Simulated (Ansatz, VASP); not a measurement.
## Two plane-wave programs on Cs

```
Cs
1.0
    -3.14212    3.14212    3.14212
     3.14212   -3.14212    3.14212
     3.14212    3.14212   -3.14212
Cs
1
Direct
  0.00000 0.00000 0.00000
```

Alike in both runs: task single point; functional r2SCAN; k mesh 10 × 10 × 10; occupations gaussian, width 0.05 eV; no spin polarisation.

|  | VASP | Ansatz |
| --- | --- | --- |
| version | VASP 6.6.1 | Ansatz 0.2.0 |
| potentials or method | VASP PAW PBE potentials, release 64 (Cs_sv) | scalar-relativistic, plane waves, PAW |
| plane-wave cutoff (eV) | 520 | 500 |
| valence electrons in the cell | 9 | 9 |

```tsv
	VASP	Ansatz	Ansatz less VASP
gap on the k mesh at the Fermi level (eV)	none	none	-
pressure (GPa)	0.0	0.0	+0.01
```

A gap of «none» marks a metal or a gap that the smearing closes.

Caveats: the PAW data sets were made with another functional, which shifts forces and pressure a little (VASP). Spin-orbit coupling is left out, which matters for the levels of Cs.
